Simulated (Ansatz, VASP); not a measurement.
# One calculation of Ge, two programs

File INCAR:

```
SYSTEM = Ge
PREC = Accurate
ENCUT = 520
EDIFF = 1E-6
ISMEAR = -1
SIGMA = 0.05
LREAL = .FALSE.
LASPH = .TRUE.
NELM = 100
ALGO = Normal
ISIF = 2
LWAVE = .FALSE.
LCHARG = .FALSE.
GGA = CA
NBANDS = 21
```

File KPOINTS:

```
regular mesh
0
G
  9 9 9
  0 0 0
```

The input POSCAR:

```
Ge
1.0
    0.0000000000      2.8518160161      2.8518160161
    2.8518160161      0.0000000000      2.8518160161
    2.8518160161      2.8518160161      0.0000000000
Ge
2
Direct
    0.5000000000      0.5000000000      0.5000000000
    0.7500000000      0.7500000000      0.7500000000
```

Input for Ansatz:

```yaml
crystal:
  lattice:
    - [0.0, 2.851816017, 2.851816017]
    - [2.851816017, 0.0, 2.851816017]
    - [2.851816017, 2.851816017, 0.0]
  atoms:
    - { symbol: Ge, position: [0.5, 0.5, 0.5] }
    - { symbol: Ge, position: [0.75, 0.75, 0.75] }
hamiltonian:
  xc: lda
  pseudopotentials:
    kind: paw
    azcp:
      Ge: "pseudopotentials/Ge.paw.azcp"
basis:
  ecutwfc: 420
  fft_grid_basis: typed
kpoints:
  mp_grid: { grid: [9, 9, 9], shift: [0, 0, 0] }
magnetization:
  spin_polarized: false
scf:
  occupations: { method: fermi_dirac, width: 0.05 }
output:
  stress: true
```

Alike in both runs: task single point; functional LDA; k mesh 9 × 9 × 9; occupations fermi-dirac, width 0.05 eV; no spin polarisation.

```csv
,VASP,Ansatz
version,VASP 6.6.1,Ansatz 0.2.0
potentials or method,"VASP PAW LDA potentials, release 64 (Ge_d)","plane waves (420 eV) with PAW, scalar-relativistic"
plane-wave cutoff (eV),520,420
valence electrons in the cell,28,28
```

Ansatz gave:

* pressure (GPa): -2.8

Problem. Which values does VASP return?

Solution. Pressure (GPa): -2.6.

Ansatz warned: «pseudo_functional_mismatch».
